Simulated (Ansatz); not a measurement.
## A series in space group Pm-3m

All 3 crystals share space group Pm-3m (No. 221) and the same kinds of sites, 5 atoms in the primitive cell. They are database entries and needn't be the stable phases. The set is a selection: crystals with an unstable lattice, a very soft shear in a metal or doubtful stress slopes were left out. Cells are relaxed by PAW under the functional.

Quantity: elastic moduli (Hill averages, relaxed ions; θ_D from sound speeds over directions). Level: LDA, all-electron LAPW in Ansatz 0.2.0, scalar-relativistic.

```
crystal  cell (conventional)  k mesh  smearing (eV)
 SrTiO₃          a = 3.854 Å   6×6×6           none
  KNbO₃          a = 3.954 Å   6×6×6           none
 BaZrO₃          a = 4.147 Å   4×4×4           none
```

Task: Rank them by C44, lowest first.
A. KNbO₃
B. BaZrO₃
C. SrTiO₃

Result: B (88.1 GPa), A (95.7 GPa), C (119 GPa).

All values:

| crystal | B (GPa) | G (GPa) | C11 (GPa) | C44 (GPa) | ν | θ_D (K) |
| --- | --- | --- | --- | --- | --- | --- |
| SrTiO₃ | 202 | 126 | 385 | 119 | 0.242 | 713 |
| KNbO₃ | 206 | 125 | 454 | 95.7 | 0.247 | 720 |
| BaZrO₃ | 176 | 104 | 352 | 88.1 | 0.253 | 545 |

Caveats: cubic perovskites of this kind tilt or polarise below some temperature, which these cells can't show (SrTiO₃, KNbO₃).
